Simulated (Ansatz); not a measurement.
Structure: CdTe, h-MgO type, at its r2SCAN minimum. Cd is surrounded by 5 Te at 2.82–3.31 Å; Te is surrounded by 5 Cd at 2.82–3.31 Å.

Space group P6_3/mmc (No. 194). a = 4.884 Å, b = 4.884 Å, c = 6.622 Å, α = 90.00°, β = 90.00°, γ = 120.00°
```csv
atom,site,symmetry,x,y,z
Cd,2c,-6m2,0.3333,0.6667,0.2500
Te,2d,-6m2,0.6667,0.3333,0.2500
```

The questions ask for values computed with the plane-wave code Ansatz on this geometry. These are computed values for a non-magnetic cell that may be hypothetical; none is a measurement.

Given (6×6×4 mesh): With PBE the bands overlap by 0.36 eV (counted from 1, band 36 peaks at Γ–M (0.20 of the way from Γ) and band 37 bottoms out at Γ–A (0.20 of the way from Γ)): no gap.

Problem. Estimate the gap with LDA on 6×6×4.

Solution. LDA gives no gap: the lowest nominally empty band dips 0.43 eV below the top of the last filled one (its bottom at Γ–A (0.20 of the way from Γ), the top at Γ–M (0.20 of the way from Γ)), so the cell is a metal or semimetal at this level.

Problem. Estimate the gap with PBE+SOC on 6×6×4.

Solution. PBE+SOC gives no gap: the lowest nominally empty band dips 0.30 eV below the top of the last filled one (its bottom at Γ–A (0.20 of the way from Γ), the top at Γ–M (0.20 of the way from Γ)), so the cell is a metal or semimetal at this level.

Problem. How does the gap change from PBE to r2SCAN (6×6×4)?

Solution. With r2SCAN the bands overlap by 0.06 eV (counted from 1, band 36 peaks at Γ–M (0.20 of the way from Γ) and band 37 bottoms out at Γ–A (0.20 of the way from Γ)): no gap.

Only the levels marked +SOC include spin-orbit coupling.

Where an edge lies off the special points, it is a point of the mesh or the k point where a search put PBE's edge or least direct gap, reused for the other functionals, whose own edges may lie a little apart; PBE's own value is read along its path and can be a few hundredths of an eV high.
